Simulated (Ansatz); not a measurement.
# WSe$_{2}$: random displacements

Theory: Ansatz, DFT LDA, scalar-relativistic, plane waves, PAW. The runs took a 420 eV cutoff, a Γ-centred 12×12×2 mesh and Gaussian smearing (0.05 eV). Spin–orbit coupling is left out, which can shift energies with elements as heavy as these. No spin polarisation. Energies are free energies at this smearing, counted from the undisturbed cell; pressure is positive in compression.

The undisturbed cell (as given, not relaxed at this level):

```yaml
crystal:
  lattice:
    - [3.29000, 0.00000, 0.00000]
    - [-1.64500, 2.84922, 0.00000]
    - [0.00000, 0.00000, 12.97000]
  atoms:
    - { symbol: W, position: [0.33333, 0.66667, 0.25000] }
    - { symbol: W, position: [0.66667, 0.33333, 0.75000] }
    - { symbol: Se, position: [0.33333, 0.66667, 0.62100] }
    - { symbol: Se, position: [0.66667, 0.33333, 0.12100] }
    - { symbol: Se, position: [0.33333, 0.66667, 0.87900] }
    - { symbol: Se, position: [0.66667, 0.33333, 0.37900] }
```

The cell holds layers and no dispersion correction was added, so their binding is poorly described.

The atoms are displaced (Å, in the unstrained cell):

```
atom ux uy uz
  W1  -0.203   0.443  -0.193
  W2  -0.100   0.086   0.318
 Se3   0.075  -0.088  -0.057
 Se4  -0.288   0.221   0.062
 Se5   0.364  -0.312   0.008
 Se6   0.152  -0.349  -0.139
```

Strain (Voigt, engineering shear): (-0.0178, -0.0123, 0.0027, 0.0108, 0.0206, -0.0070).

**Question.** What are the energy change, the stress and the forces?

**Answer.** ΔE = 1612.8 meV/atom; stress (xx, yy, zz, yz, xz, xy; compression positive) (26.55, 19.27, 52.79, 18.30, -26.58, -9.90) GPa.
```tsv
atom	Fx (eV/Å)	Fy	Fz
W1	-1.66	-8.24	-0.95
W2	14.82	-8.34	-20.64
Se3	0.11	0.39	2.30
Se4	0.74	3.34	-5.63
Se5	-14.98	7.96	18.22
Se6	0.97	4.89	6.69
```

Cost: 1 run of about 1.3 core-minutes, on Arm Neoverse V1 (shared hosts).